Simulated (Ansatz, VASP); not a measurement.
# Two plane-wave programs on Nb

```xyz
3
Lattice="4.6169 0.0000 0.0000 -2.3084 3.9983 0.0000 0.0000 0.0000 2.9413" Properties=species:S:1:pos:R:3 pbc="T T T"
Nb    1.5389    0.0000    0.9804
Nb   -0.7695    1.3327    1.9609
Nb    1.5390    2.6656    0.0000
```

Alike in both runs: functional r2SCAN; k mesh 6 × 6 × 4; occupations gaussian, width 0.1 eV; no spin polarisation.

Ansatz relaxed the structure, and its values are those at the end. VASP's run is a single point on that final structure, the one shown.

```csv
,VASP,Ansatz
version,VASP 6.6.1,Ansatz 0.2.0
potentials or method,"VASP PAW PBE potentials, release 64 (Nb_sv)","scalar-relativistic, plane waves, PAW"
plane-wave cutoff (eV),520,500
valence electrons in the cell,39,39
```

|  | VASP | Ansatz | Ansatz less VASP |
| --- | --- | --- | --- |
| gap on the k mesh at the Fermi level (eV) | none | none | - |
| pressure (GPa) | -0.2 | 0.0 | +0.23 |

A gap of «none» marks a metal or a gap that the smearing closes. With one functional, cell and mesh, what is left measures potentials, basis and numerics.

Caveats: the k mesh is coarse (spacing up to 0.53 Å⁻¹), so the values aren't converged; the PAW data sets were made with another functional, which shifts forces and pressure a little (VASP).
